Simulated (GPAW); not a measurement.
Runs of GPAW 26.7.0 on TePb. Symmetry: Pm-3m, No. 221, cubic system. The conventional cell has a = 4.002 Å, b = 4.002 Å, c = 4.002 Å, α = 90.00°, β = 90.00°, γ = 90.00°. Around Pb (site symmetry m-3m) lie 8 Te at 3.47 Å. Te (site symmetry m-3m) is surrounded by 8 Pb at 3.47 Å. Measurements of this composition are mostly on another form, of space group No. 225.

```tsv
task	level	potentials or basis	cell	k mesh	cutoff (eV)	smearing	maxiter	optimizer	fmax	max steps	convergence	mesh quality	gap on the mesh (eV)	pressure (GPa)	relaxed volume (Å³/atom)
relaxation of cell and atoms	revPBE+D3(BJ)	the program's PAW data sets (release 1.2.1) made for this functional, pw	relaxed	7 × 7 × 7	600	fermi-dirac 0.05 eV	150	FIRE	0.02 eV/Å	40	density=1e-05 forces=0.0001	not flagged	none	0.0	29.68
relaxation of cell and atoms	BLYP+D3(BJ)	PAW data sets generated in the run's folder for this functional, pw	relaxed	7 × 7 × 7	600	fermi-dirac 0.05 eV	150	BFGS	0.02 eV/Å	60	density=1e-05 forces=0.0001	not flagged	none	-0.1	31.20
single point	PBE0	GPAW PAW data sets (gpaw-data 1.2.1), pw	as given	2 × 2 × 2	450	fermi-dirac 0.05 eV	60	-	-	-	-	coarse	none	-	-
single point	LDA	the program's PAW data sets (release 1.2.1) made for this functional, pw	as given	7 × 7 × 7	600	gaussian 0.1 eV	150	-	-	-	-	not flagged	none	(b)	-
relaxation of cell and atoms	revPBE+D4	the program's PAW data sets (release 1.2.1) made for this functional, pw	relaxed	7 × 7 × 7	600	fermi-dirac 0.05 eV	150	BFGS	0.02 eV/Å	40	density=1e-05 forces=0.0001	not flagged	none	-0.1	32.42
single point	PBE	GPAW PAW data sets (gpaw-data 1.2.1), pw	as given	7 × 7 × 7	600	gaussian 0.029 eV	150	-	-	-	-	not flagged	none	-0.2	-
relaxation of cell and atoms	RPBE+D3(BJ)	the program's PAW data sets (release 1.2.1) made for this functional, pw	relaxed to 20 GPa	7 × 7 × 7	600	fermi-dirac 0.05 eV	150	LBFGS	0.05 eV/Å	40	density=1e-05 forces=0.0001	not flagged	none	19.6	-
relaxation of cell and atoms	RPBE+D4	the program's PAW data sets (release 1.2.1) made for this functional, pw	relaxed	7 × 7 × 7	600	fermi-dirac 0.05 eV	150	LBFGS	0.05 eV/Å	60	density=1e-05 forces=0.0001	not flagged	none	0.1	32.44
single point	RPBE	the program's PAW data sets (release 1.2.1) made for this functional, pw	as given	7 × 7 × 7	600	gaussian 0.05 eV	150	-	-	-	-	not flagged	none	1.4	-
single point	HSE06	GPAW PAW data sets (gpaw-data 1.2.1), pw	as given	2 × 2 × 2	500	fermi-dirac 0.05 eV	60	-	-	-	-	coarse	none	-	-
single point	PBE	GPAW PAW data sets (gpaw-data 1.2.1), pw	as given	7 × 7 × 7	600	gaussian 0.03 eV	150	-	-	-	-	not flagged	none	-0.2	-
relaxation of cell and atoms	BLYP+D4	PAW data sets generated in the run's folder for this functional, pw	relaxed	7 × 7 × 7	600	fermi-dirac 0.05 eV	150	BFGS	0.02 eV/Å	100	density=1e-05 forces=0.0001	not flagged	none	0.1	(a)
```

Alike in all rows: no spin polarisation.

**Question.** Estimate the missing entries.

**Answer.** (a) 32.67; (b) -4.2.

Caveats: some runs use coarse meshes; later steps reuse the first step's grids (some runs); pairwise dispersion overbinds metals, which lowers pressure and volume (some runs); exact exchange converges slowly with the k mesh, and this mesh is small (some runs); the PAW data sets were made with another functional, which shifts forces and pressure a little (some runs); the volume moved by over 15 % at a fixed basis, so the end points are rough (some runs).

A k mesh can miss the band edges, and the runs leave out spin-orbit coupling on Pb, Te.

A gap of «none» marks a metal or a gap under the smearing width.
